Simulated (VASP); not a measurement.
Write an ASE script for VASP 6.6.1 that does the following.

| Property | Result |
| --- | --- |
| Task | relaxation of cell and atoms |
| Functional | TPSS |
| Potentials or basis | VASP PAW PBE potentials, release 64 (Fe_pv, O) |
| Cutoff | 600 eV |
| k mesh | 11 × 11 × 11 |
| Occupations | fermi-dirac, width 0.02 eV |
| Spin | collinear spin, ferromagnetic start |
| Starting moments | [3.0, 0.0] μB |
| Optimiser | LBFGS |
| Further INCAR settings | ALGO = Normal; EDIFF = 1.00e-06 |

The structure of FeO (Wuestite) lies in POSCAR:

```
FeO
1.0
    0.0000000000      2.1554000000      2.1554000000
    2.1554000000      0.0000000000      2.1554000000
    2.1554000000      2.1554000000      0.0000000000
Fe O
1 1
Direct
    0.0000000000      0.0000000000      0.0000000000
    0.5000000000      0.5000000000      0.5000000000
```

One way to write it, as run:

run.py

```python
from ase.calculators.vasp import Vasp
from ase.filters import FrechetCellFilter
from ase.io import read
from ase.optimize import LBFGS

atoms = read('POSCAR')
atoms.set_initial_magnetic_moments([3.0, 0.0])
calc = Vasp(
    directory='calc',
    xc='tpss',
    pp='PBE',
    setups='materialsproject',
    prec='Accurate',
    encut=600,
    ediff=1e-06,
    ismear=-1,
    sigma=0.02,
    lreal=False,
    lasph=True,
    nelm=100,
    algo='Normal',
    isif=2,
    lwave=False,
    lcharg=False,
    ispin=2,
    lorbit=11,
    lmaxmix=4,
    lmixtau=True,
    kpts=[11, 11, 11],
    gamma=True,
)
atoms.calc = calc
opt = LBFGS(FrechetCellFilter(atoms), trajectory='relax.traj')
converged = opt.run(fmax=0.02, steps=40)
print('converged:', converged)

print('energy (eV):', atoms.get_potential_energy())
print('free energy (eV):', atoms.get_potential_energy(force_consistent=True))
print('forces (eV/A):')
print(atoms.get_forces())
print('stress (eV/A^3, Voigt):', atoms.get_stress())
print('Fermi level (eV):', calc.get_fermi_level())
print('moment (muB):', atoms.get_magnetic_moment())
print('site moments (muB):', atoms.get_magnetic_moments())
print('cell (A, degrees):', atoms.cell.cellpar())
print('volume (A^3):', atoms.get_volume())
print('scaled positions:')
print(atoms.get_scaled_positions())
```

Potentials or basis: VASP PAW PBE potentials, release 64 (Fe_pv, O).

The run is started by

```sh
$ python run.py
```

It gave:

| Quantity | Value |
| --- | --- |
| Relaxed volume | 9.72 Å³/atom |
| Relaxed cell | a = 3.018 Å, b = 3.018 Å, c = 3.018 Å, α = 60.00°, β = 60.00°, γ = 60.00° |
| Space group after relaxing (to 0.05 Å) | Fm-3m (No. 225) |
| Energy gained by relaxing | 2.5 meV/atom |
| Ionic steps | 3 |
| Pressure after relaxing | 0.2 GPa |
| Band gap on the k mesh | none (metal or under the smearing width) |
| Net moment | 4.00 μB per cell |
| Site moments | Fe +3.64; O +0.29 μB |
| Valence electrons inside the program's atomic spheres | Fe 12.45; O 4.98 |

Caveat: the PAW data sets were made with another functional, which shifts forces and pressure a little; a cell with one magnetic atom can't hold antiferromagnetic order, which such compounds often take; semilocal functionals often make such compounds metallic where correlation or magnetic order opens a gap, which also shifts bond lengths.

Run time: 4.4 min on 1 thread of Intel(R) Xeon(R) Platinum 8488C (Sapphire Rapids), with other jobs on the host, peak memory 0.18 GiB.
